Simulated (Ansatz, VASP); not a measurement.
**One calculation of PbSe (Clausthalite), two programs**

Contents of INCAR:

```
PREC = Accurate
ENCUT = 520
EDIFF = 1E-6
ISMEAR = -1
SIGMA = 0.05
LREAL = F
LASPH = T
NELM = 100
ALGO = Normal
ISIF = 2
LWAVE = F
LCHARG = F
GGA = PE
ALDAC = 0.0
AGGAC = 0.0
NBANDS = 17
```

The input KPOINTS:

```
Automatic mesh
0
Gamma
  8 8 8
```

The input POSCAR:

```
PbSe
1.0
    0.0000000000      3.0809197960      3.0809197960
    3.0809197960      0.0000000000      3.0809197960
    3.0809197960      3.0809197960      0.0000000000
Pb Se
1 1
Direct
    0.0000000000      0.0000000000      0.0000000000
    0.5000000000      0.5000000000      0.5000000000
```

Contents of input.yaml:

```yaml
crystal:
  lattice:
    - [0.0, 3.080919796, 3.080919796]
    - [3.080919796, 0.0, 3.080919796]
    - [3.080919796, 3.080919796, 0.0]
  atoms:
    - { symbol: Pb, position: [0.0, 0.0, 0.0] }
    - { symbol: Se, position: [0.5, 0.5, 0.5] }
hamiltonian:
  xc: { exchange: pbe, correlation: none }
  pseudopotentials: { kind: paw }
kpoints:
  mp_grid: { grid: [8, 8, 8] }
scf:
  occupations: { method: fermi_dirac, width: 0.05 }
output:
  forces: true
  stress: true
  eigenvalues: true
```

Alike in both runs: task single point; functional PBE exchange alone; k mesh 8 × 8 × 8; occupations fermi-dirac, width 0.05 eV; no spin polarisation.

|  | VASP | Ansatz |
| --- | --- | --- |
| version | VASP 6.6.1 | Ansatz 0.2.0 |
| potentials or method | VASP PAW PBE potentials, release 64 (Pb_d, Se) | Ansatz PAW |
| plane-wave cutoff (eV) | 520 | 420 |
| valence electrons in the cell | 20 | 30 |

|  | VASP | Ansatz | Ansatz less VASP |
| --- | --- | --- | --- |
| gap on the k mesh at the Fermi level (eV) | 0.48 | 0.48 | -0.002 |
| least direct gap on the mesh (eV) | 0.48 | 0.48 | -0.002 |
| pressure (GPa) | 10.0 | 10.0 | -0.01 |

The two sets of potentials don't hold the same shells in valence.

Caveats: spin-orbit coupling is left out, which as a rule narrows the gap of such compounds by several tenths of an eV; the PAW data sets come from PBE, with cores solved anew for the run's functional, which leaves a small shift of forces and pressure (Ansatz).
